The BLYP row looks wrong. It gives the same crystal 17 % more volume than LDA does, and a bulk modulus of 21.9 GPa where LDA has 32.5 GPa. Read at face value, the two functionals disagree both about how long the Te–Te bonds are and about how strongly they resist compression.

Non-spin-polarised DFT calculations for Te in the diamond structure, made with Ansatz 0.2.0 using plane waves (cutoff 420 eV), scalar-relativistic PAW datasets made for PBE, and Fermi–Dirac smearing of 0.1 eV. Volumes, bulk moduli and pressure derivatives come from third-order Birch–Murnaghan fits to energies extrapolated to zero smearing.

| functional | k mesh | volume per atom (Å³) | bulk modulus (GPa) | bulk modulus pressure derivative |
| --- | --- | --- | --- | --- |
| LDA | 9×9×9 | 42.91 | 32.5 | 4.22 |
| PBEsol | 9×9×9 | 44.00 | 30.2 | 4.25 |
| PBE | 9×9×9 | 46.39 | 26.6 | 4.32 |
| revPBE | 9×9×9 | 47.71 | 24.3 | 4.37 |
| RPBE | 9×9×9 | 48.19 | 23.7 | 4.36 |
| BLYP | 8×8×8 | 50.17 | 21.9 | 4.39 |

The disagreement is itself a measure of failure. This crystal, treated in the same scalar-relativistic way, can have only one correct volume. Wherever that volume lies, the row farthest from it must miss by at least half the range, which is 3.6 Å³ per atom. The table cannot tell which row that is: BLYP may be too large, LDA too small, or both. Diamond-structure Te is a hypothetical phase, as the element normally crystallises in chains, so no everyday measurement settles the matter. Experience with solids that can be measured suggests both, since LDA usually makes them too compact and BLYP too large.

The two disagreements are not independent. From LDA to BLYP, each row with a larger volume also has a smaller bulk modulus. With a positive pressure derivative, as in every row here, a crystal softens when it is stretched, so an error in the volume carries over into the stiffness. To separate the two, the functionals have to be compared at one volume.

Take LDA and stretch it to PBE's volume, using the Birch–Murnaghan curve that its own row defines. With $V_0$ the volume per atom, $B_0$ the bulk modulus, $B_0'$ its pressure derivative, $x=(V_0/V)^{1/3}$ and $a=\tfrac34(B_0'-4)$, the pressure is

$$P=\tfrac32 B_0\,(x^7-x^5)\,[1+a(x^2-1)],$$

and $B=-V\,dP/dV$ gives

$$B=\tfrac12 B_0\{(7x^7-5x^5)[1+a(x^2-1)]+2a(x^9-x^7)\}.$$

For LDA, $x=(42.91/46.39)^{1/3}=0.974$ and $a=0.165$. The pressure is then $-2.15$ GPa, a tension, and the bulk modulus is $16.25\times(1.445\times0.992-0.014)\approx23.1$ GPa.

PBE has 26.6 GPa at that volume, so LDA, the stiffest row of the table, has become the softer of the two. Treating the other rows in the same way reverses the whole order: at PBE's volume LDA is the softest and BLYP the stiffest. The high bulk modulus of LDA is therefore no sign of stiffer bonds. It reflects a crystal that LDA makes more compact than any of the other functionals does.

The reversal does not depend on the form of the curve. The difference in pressure between two neighbouring runs, divided by the difference in the logarithm of their volumes, gives a bulk modulus directly, apart from the sign. Near 49 Å³ per atom, stretched PBE has about 20 GPa and slightly compressed BLYP about 24 GPa. The row that looked too soft is the stiffer one once the volumes match.

The main cause is most likely the way exchange is approximated. LDA takes the exchange energy at each point from the density there alone. The other functionals also lower the exchange energy where the density changes quickly relative to its own size, as it does in the outer tails of atoms. Squeezing the crystal makes these tails overlap and smooths the density between the atoms, so part of that energy gain is lost. The crystal resists the loss, and this acts as an extra outward pressure. The pressure itself is visible in the numbers: at PBE's volume LDA is under tension, while PBE is at rest. That it comes from the smoothed density is the usual explanation, which these runs do not test.

PBE, revPBE and RPBE show the part played by exchange most cleanly, because they share the same correlation. revPBE and RPBE reward strong gradients more than PBE does, and their volumes are larger by 1.3 and 1.8 Å³ per atom. BLYP also changes the correlation and uses a coarser k mesh, so its further expansion cannot be credited to exchange alone. All six rows also use PAW datasets made for PBE. Only the LDA and PBEsol runs carry a warning about this, but the mismatch affects every functional except PBE, and how much it shifts the volumes is untested.

The extra pressure explains both orders of stiffness. It grows as the crystal is compressed, so at a fixed volume it adds resistance: PBE is 3.5 GPa stiffer than LDA there. But it also pushes the atoms apart, and the stretch from LDA's volume to PBE's costs 9.4 GPa. The loss outweighs the gain, and PBE ends up 5.9 GPa softer than LDA when each sits at its own volume.

The crystal is soft, so a modest pressure is enough to spread the volumes widely. The pressure of about 2 GPa found above, acting against a bulk modulus of about 27 GPa, changes the volume by roughly 8 %. This is the difference between LDA and PBE again, now read as a pressure divided by a stiffness, and not a separate test. The softness probably has a chemical reason, though the table does not test it. Te brings six valence electrons per atom, while the bonding bands of the diamond structure hold only four. The other two must enter antibonding states, which weakens the bonds, and the calculated bands overlap as in a metal. In a stiffer crystal the same extra pressure would move the volume less. The extra pressure itself can differ from crystal to crystal, however, so stiffness alone does not tell how well the functionals will agree.
